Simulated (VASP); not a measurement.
# GaN (F-43m) in VASP: notebook

One crystal, GaN, is run at these levels: PBEsol; tasks: relaxation of cell and atoms.

Program: VASP 6.6.1. These are calculated values, not measurements. Logs are shortened: lines on timing, memory, paths and dates and some standing lists are left out, and cuts for length are marked.

### Step 1. Starting point

Symmetry: F-43m, No. 216, cubic system. Conventional cell: a = 4.494 Å, b = 4.494 Å, c = 4.494 Å, α = 90.00°, β = 90.00°, γ = 90.00°. Ga (site symmetry -43m) is surrounded by 4 N at 1.95 Å. N (site symmetry -43m) has 4 Ga at 1.95 Å as nearest neighbours.

The cell was built by a generator and needn't be a form met in nature.

### Step 2. Relaxation of cell and atoms, PBEsol

Input file INCAR:

```
  ALGO = Normal
  EDIFF = 1E-7
  EDIFFG = -0.005
  ENCUT = 600
  GGA = PS
  IBRION = 2
  ISIF = 3
  ISMEAR = 0
  LASPH = True
  LCHARG = False
  LREAL = False
  LWAVE = False
  NELM = 80
  NSW = 90
  PREC = Accurate
  SIGMA = 0.03
```

Input file KPOINTS:

```
k-points
0
Gamma
  14 14 14
```

Input file POSCAR:

```
GaN                                     
1.0
   -0.0000000000      2.2470932284      2.2470932284
    2.2470932284     -0.0000000000      2.2470932284
    2.2470932284      2.2470932284     -0.0000000000
  Ga              N             
     1     1
Direct
     0.0000000000000000    0.0000000000000000    0.0000000000000000
     0.2500000000000000    0.2500000000000000    0.2500000000000000
```

Potentials or basis: VASP PAW PBE potentials, release 64 (Ga_d, N).

On the command line:

```console
$ cat potpaw_PBE.64/Ga_d/POTCAR potpaw_PBE.64/N/POTCAR > POTCAR
$ mpirun -np 1 vasp_std > vasp.out
```

OUTCAR:

```text
EDIFF = 1E-7
   EDIFFG = -0.005
   ENCUT = 600
   GGA = PS
   IBRION = 2
   ISIF = 3
   ISMEAR = 0
   LASPH = True
   LREAL = False
   NELM = 80
   NSW = 90
   PREC = Accurate

 ion  position               nearest neighbor table
   1  0.000  0.000  0.000-   2 1.95   2 1.95   2 1.95   2 1.95
   2  0.250  0.250  0.250-   1 1.95   1 1.95   1 1.95   1 1.95

  LATTYP: Found a face centered cubic cell.
 ALAT       =     4.4941864568

  Lattice vectors:

 A1 = (   0.0000000000,   2.2470932284,   2.2470932284)
 A2 = (   2.2470932284,   0.0000000000,   2.2470932284)
 A3 = (   2.2470932284,   2.2470932284,   0.0000000000)

Analysis of symmetry for initial positions (statically):
=====================================================================
 Subroutine PRICEL returns:
 Original cell was already a primitive cell.

 Routine SETGRP: Setting up the symmetry group for a
 face centered cubic supercell.

 Subroutine GETGRP returns: Found 24 space group operations
 (whereof 24 operations were pure point group operations)
 out of a pool of 48 trial point group operations.

The static configuration has the point symmetry T_d .

Analysis of symmetry for dynamics (positions and initial velocities):
=====================================================================
 Subroutine PRICEL returns:
 Original cell was already a primitive cell.

 Routine SETGRP: Setting up the symmetry group for a
 face centered cubic supercell.

 Subroutine GETGRP returns: Found 24 space group operations
 (whereof 24 operations were pure point group operations)
 out of a pool of 48 trial point group operations.

The dynamic configuration has the point symmetry T_d .

 Subroutine INISYM returns: Found 24 space group operations
 (whereof 24 operations are pure point group operations),
 and found     1 'primitive' translations

----------------------------------------------------------------------------------------

                                     Primitive cell

  volume of cell :      22.6931

  direct lattice vectors                    reciprocal lattice vectors
     0.000000000  2.247093228  2.247093228    -0.222509682  0.222509682  0.222509682
     2.247093228  0.000000000  2.247093228     0.222509682 -0.222509682  0.222509682
     2.247093228  2.247093228  0.000000000     0.222509682  0.222509682 -0.222509682

  length of vectors
     3.177869720  3.177869720  3.177869720     0.385398075  0.385398075  0.385398075

  position of ions in fractional coordinates (direct lattice)
     0.000000000  0.000000000  0.000000000
     0.250000000  0.250000000  0.250000000

  ion indices of the primitive-cell ions
   primitive index   ion index
                 1           1
                 2           2

----------------------------------------------------------------------------------------

 KPOINTS: k-points

Automatic generation of k-mesh.
 Grid dimensions read from file:
 generate k-points for:   14   14   14

 Generating k-lattice:

  Cartesian coordinates                     Fractional coordinates (reciprocal lattice)
    -0.015893549  0.015893549  0.015893549     0.071428571  0.000000000  0.000000000
     0.015893549 -0.015893549  0.015893549     0.000000000  0.071428571  0.000000000
     0.015893549  0.015893549 -0.015893549     0.000000000  0.000000000  0.071428571

  Length of vectors
     0.027528434  0.027528434  0.027528434

  Shift w.r.t. Gamma in fractional coordinates (k-lattice)
     0.000000000  0.000000000  0.000000000

 Subroutine IBZKPT returns following result:
 ===========================================

 Found    104 irreducible k-points:

 Following reciprocal coordinates:
            Coordinates               Weight
  0.000000  0.000000  0.000000      1.000000
  0.071429  0.000000  0.000000      8.000000
  0.142857  0.000000  0.000000      8.000000
  0.214286  0.000000  0.000000      8.000000
  0.285714  0.000000  0.000000      8.000000
  0.357143  0.000000  0.000000      8.000000
[... 16 lines left out ...]
  0.214286  0.142857  0.000000     24.000000
  0.285714  0.142857  0.000000     24.000000
 [... further k-points ...]
   k-points           NKPTS =    104   k-points in BZ     NKDIM =    104   number of bands    NBANDS=     13
   number of dos      NEDOS =    301   number of ions     NIONS =      2
   total plane-waves  NPLWV =  21952
   dimension x,y,z NGX =    28 NGY =   28 NGZ =   28
   dimension x,y,z NGXF=    56 NGYF=   56 NGZF=   56
   ions per type =               1   1
   NGX,Y,Z   is equivalent  to a cutoff of  14.65, 14.65, 14.65 a.u.
   NGXF,Y,Z  is equivalent  to a cutoff of  29.30, 29.30, 29.30 a.u.
 SYSTEM =  unknown system
   PREC   = accura    normal or accurate (medium, high low for compatibility)
   ISTART =      0    job   : 0-new  1-cont  2-samecut
   ICHARG =      2    charge: 1-file 2-atom 10-const
   ISPIN  =      1    spin polarized calculation?
   LNONCOLLINEAR =      F non collinear calculations
   LSORBIT =      F    spin-orbit coupling
   LASPH  =      T    aspherical Exc in radial PAW
   ENCUT  =  600.0 eV  44.10 Ry    6.64 a.u.   6.35  6.35  6.35*2*pi/ulx,y,z
   NELM   =     80;   NELMIN=  2; NELMDL= -5     # of ELM steps
   EDIFF  = 0.1E-06   stopping-criterion for ELM
   LREAL  =      F    real-space projection
   EDIFFG = -.5E-02   stopping-criterion for IOM
   NSW    =     90    number of steps for IOM
   IBRION =      2    ionic relax: 0-MD 1-quasi-New 2-CG
   NFREE  =      1    steps in history (QN), initial steepest desc. (CG)
   ISIF   =      3    stress and relaxation
   ISYM   =      2    0-nonsym 1-usesym 2-fastsym
   POTIM  = 0.5000    time-step for ionic-motion
   TEBEG  =    0.0;   TEEND  =   0.0 temperature during run
   PSTRESS=    0.0 pullay stress
   NELECT =      18.0000    total number of electrons
   NUPDOWN=      -1.0000    fix difference up-down
   EMIN   =  10.00;   EMAX   =-10.00  energy-range for DOS
   EFERMI =   0.00;   METHOD = LEGACY
   ISMEAR =     0;   SIGMA  =   0.03  broadening in eV -4-tet -1-fermi 0-gaus
   EFERMI_NEDOS =   21; number of points for ismear=-14 and -15
   IALGO  =     38    algorithm
   IMIX   =      4    mixing-type and parameters
     AMIX     =   0.40;   BMIX     =  1.00
     AMIX_MAG =   1.60;   BMIX_MAG =  1.00
  volume/ion in A,a.u.               =      11.35        76.57
  Fermi-wavevector in a.u.,A,eV,Ry     =   1.515425  2.863739 31.245974  2.296514
  Thomas-Fermi vector in A             =   2.624951
   LORBIT       =      0    0 simple, 1 ext, 2 COOP (PROOUT), +10 PAW based schemes
   GGA     = PS    functional components
   LHFCALC =     F    Hartree Fock is set to
   AEXX    =    0.0000 exact exchange contribution
   IVDW    =     0    specifies the selected vdW correction
   LEPSILON=     F    determine dielectric tensor
   LRPA    =     F    only Hartree local field effects (RPA)
 conjugate gradient relaxation of ions
 non-spin polarized calculation
 Gauss-broadening in eV      SIGMA  =   0.03
  energy-cutoff  :      600.00
  volume of cell :       22.69
 maximum number of plane-waves:       769
 NGX is ok and might be reduce to    28
   NGX = 13   NGY = 13   NGZ = 13

--------------------------------------- Ionic step        1  -------------------------------------------

 number of electron      18.0000004 magnetization

 Free energy of the ion-electron system (eV)
  ---------------------------------------------------
  ext. energy  EPLUGINS =         0.00000000
  ---------------------------------------------------
  free energy    TOTEN  =       -13.12431481 eV

  energy without entropy =      -13.12431481  energy(sigma->0) =      -13.12431481

------------------------ aborting loop because EDIFF is reached ----------------------------------------

  FORCE on cell =-STRESS in cart. coord.  units (eV):
  Direction    XX          YY          ZZ          XY          YZ          ZX
  --------------------------------------------------------------------------------------
  -------------------------------------------------------------------------------------
  Total        0.0164747      0.0164747      0.0164747     -0.0000000      0.0000000     -0.0000000
  in kB        1.1631503      1.1631503      1.1631503     -0.0000000      0.0000000     -0.0000000
  external PRESSURE =       1.1631503 kB  Pullay stress =       0.0000000 kB
[... 57 lines left out ...]
  energy  without entropy=      -13.1243149704  energy(sigma->0) =      -13.12431497

--------------------------------------- Ionic step        3  -------------------------------------------

 number of electron      18.0000004 magnetization

 Free energy of the ion-electron system (eV)
  ---------------------------------------------------
  ext. energy  EPLUGINS =         0.00000000
  ---------------------------------------------------
  free energy    TOTEN  =       -13.12431961 eV

  energy without entropy =      -13.12431961  energy(sigma->0) =      -13.12431961

 E-fermi :   5.4313     XC(G=0): -11.9446

 val. band max:        5.2355877339   @ k =   0.0000   0.0000   0.0000
 cond. band min:       6.9693194204   @ k =   0.0000   0.0000   0.0000
 fundamental gap:      1.7337316864
 Fermi energy:         5.4313062741

 k-point     1 :       0.0000    0.0000    0.0000
  band No.  band energies     occupation
      1     -10.7653      2.00000
      2      -8.1750      2.00000
      3      -8.1750      2.00000
      4      -8.1750      2.00000
      5      -7.8417      2.00000
      6      -7.8417      2.00000
      7       5.2356      2.00000
      8       5.2356      2.00000
      9       5.2356      2.00000
     10       6.9693      0.00000
     11      15.4879      0.00000
     12      15.4879      0.00000
     13      15.4879      0.00000
[... 353 lines left out ...]
 k-point    24 :       0.2857    0.1429    0.0000
  band No.  band energies     occupation
      1     -10.0964      2.00000
      2      -8.0923      2.00000
      3      -8.0673      2.00000
      4      -7.9393      2.00000
      5      -7.8101      2.00000
      6      -7.7049      2.00000
      7       1.5033      2.00000
      8       4.0888      2.00000
      9       4.1240      2.00000
     10       9.8752      0.00000
     11      13.2888      0.00000
     12      15.6484      0.00000
     13      16.5894      0.00000

 [... further k-points ...]

------------------------ aborting loop because EDIFF is reached ----------------------------------------

  FORCE on cell =-STRESS in cart. coord.  units (eV):
  Direction    XX          YY          ZZ          XY          YZ          ZX
  --------------------------------------------------------------------------------------
  -------------------------------------------------------------------------------------
  Total        0.0014301      0.0014301      0.0014301      0.0000000      0.0000000      0.0000000
  in kB        0.1009038      0.1009038      0.1009038      0.0000000      0.0000000      0.0000000
  external PRESSURE =       0.1009038 kB  Pullay stress =       0.0000000 kB
[... 17 lines left out ...]
  FREE ENERGIE OF THE ION-ELECTRON SYSTEM (eV)
  ---------------------------------------------------
  free  energy   TOTEN  =       -13.1243196051 eV

  energy  without entropy=      -13.1243196051  energy(sigma->0) =      -13.12431961

 reached required accuracy - stopping structural energy minimisation
```

Wall time 48 s (1 thread of Intel Xeon Platinum 8488C (Sapphire Rapids), shared host); peak memory 0.19 GiB.

What came out:

```
Free energy                            : -13.1243 eV
Relaxed volume                         : 11.35 Å³/atom
Relaxed cell                           : a = 3.179 Å, b = 3.179 Å, c = 3.179 Å, α = 60.00°, β = 60.00°, γ = 60.00°
Space group after relaxing (to 0.05 Å) : F-43m (No. 216)
Energy gained by relaxing              : 0.0 meV/atom
Ionic steps                            : 3
Pressure after relaxing                : 0.0 GPa
Band gap on the k mesh                 : 1.73 eV, direct
```

Final structure:
```
Ga N
1.0
     0.00000    2.24757    2.24757
     2.24757    0.00000    2.24757
     2.24757    2.24757    0.00000
Ga N
1 1
Direct
  0.00000 0.00000 0.00000
  0.25000 0.25000 0.25000
```

Caveat: the PAW data sets were made with another functional, which shifts forces and pressure a little.

(Part 1 of 2 ends here.)
